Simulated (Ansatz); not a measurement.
**MgI2: rattling a relaxed structure**

The cell was found from a structure generator's guess, not taken from experiment.

These are results of DFT PBE, scalar-relativistic, plane waves, PAW in Ansatz, not measurements. Settings: cutoff 420 eV, Γ-centred mesh 6×6×6 on the computed 3-atom cell, Gaussian smearing of 0.01 eV; no spin polarisation.

The cell below (3 atoms, space group P4/mmm (No. 123)) is relaxed within its symmetry.

```
CELL_PARAMETERS angstrom
5.62170 0.00000 0.00000
0.00000 5.62170 0.00000
0.00000 0.00000 6.59231
ATOMIC_POSITIONS crystal
Mg 0.00000 0.00000 0.00000
I 0.50000 0.00000 0.00000
I 0.00000 0.50000 0.00000
```

For the test a repeat of it with 6 atoms (edges 5.62, 5.62, 13.18 Å) was strained at random (σ = 1.5 % a component), the atoms were moved at random (σ = 0.10 Å), and all was relaxed again on a coarse 4×4×1 mesh (in the run’s order of axes) with 0.10 eV smearing, with no symmetry imposed.

No dispersion correction is applied, so the spacing and binding between layers, chains or molecules are poorly described. Spin–orbit coupling, which can matter for I, is left out.

Q: What happens?

A: It doesn't return. The energy falls by 363 meV/atom on that mesh, the volume changes by -27.6 %, and the end has space group P-1 (No. 2) at a loose tolerance. Relaxed again on a 6×6×2 mesh with 0.02 eV smearing, the new structure lies 366 meV/atom below the first (mesh in the axes of the run's cell; the cell below is made exact in the group named). Space group P-1 (No. 2), triclinic, a = 4.399 Å, b = 4.401 Å, c = 16.112 Å, α = 95.7°, β = 94.0°, γ = 90.0°. Mg is surrounded by 4 I at 2.77 Å; around I on its first site lie 2 Mg at 2.77 Å; I on its second site is surrounded by 2 Mg at 2.77 Å.

```cif
data_structure
_symmetry_space_group_name_H-M 'P 1'
_symmetry_Int_Tables_number 1
_cell_length_a 4.3993
_cell_length_b 4.4007
_cell_length_c 16.1118
_cell_angle_alpha 95.682
_cell_angle_beta 94.035
_cell_angle_gamma 90.023
_cell_volume 309.62
loop_
_atom_site_label
_atom_site_type_symbol
_atom_site_fract_x
_atom_site_fract_y
_atom_site_fract_z
_atom_site_occupancy
Mg1 Mg 0.59502 0.35908 0.74644 1
Mg2 Mg 0.40498 0.64092 0.25356 1
I1 I 0.12219 0.39694 0.85176 1
I2 I 0.87781 0.60306 0.14824 1
I3 I 0.56818 0.82093 0.64116 1
I4 I 0.43182 0.17907 0.35884 1
```
